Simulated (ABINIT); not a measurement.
Input of an ABINIT 10.8.3 (patched build) run:

run.abi

```
# Pseudopotentials
pp_dirpath "./"
pseudos "Mo.LDA_PW-JTH.xml, S.LDA_PW-JTH.xml"

# Structure
acell 3*1.0 Angstrom
rprim
     3.3832041200    -0.0077516500     0.0900211400
    -1.6983151900     2.7568935100     0.1509464700
     0.1760688700     0.4425560800     6.3891903700
ntypat 2
znucl 42 16
natom 3
typat 1 2 2
xcart
     2.6345437692     4.5878145098     6.8578672371
     0.3465927004     4.1811891611     3.3345555711
     3.8859037050     2.8757114028     8.8290328242
chkprim 0
chksymtnons 0
tolsym 1.0e-6

# Plane-wave basis
ecut 15.0
pawecutdg 30.0
pawovlp -1

# k points
kptopt 1
ngkpt 7 8 3
nshiftk 1
shiftk 0.0 0.0 0.0

# Exchange and correlation
ixc 7

# Bands and occupations
nband 17
occopt 3
tsmear 0.00183747

# SCF cycle
nstep 100
tolvrs 1.0e-9

# Output
iomode 3
prtwf 0
prtden 0
prteig 0
prtebands 0
enunit 1
```

Potentials or basis: JTH PAW LDA v2.0.

The run is started by

```console
$ abinit run.abi > log 2>&1
```

Estimate the largest force.

54.583 eV/Å.

Estimate the band gap on the k mesh.

none (metal or under the smearing width).

Forces in eV/Å, atoms in the order of the input:
```
Mo  -21.169  34.034 -35.454
S    -2.319  -1.171  -1.257
S    23.488 -32.863  36.710
```

Caveat: the atomic spheres overlap; forces of over 1 eV/Å show positions far from the minimum, so gaps and moduli don't describe the material at rest.
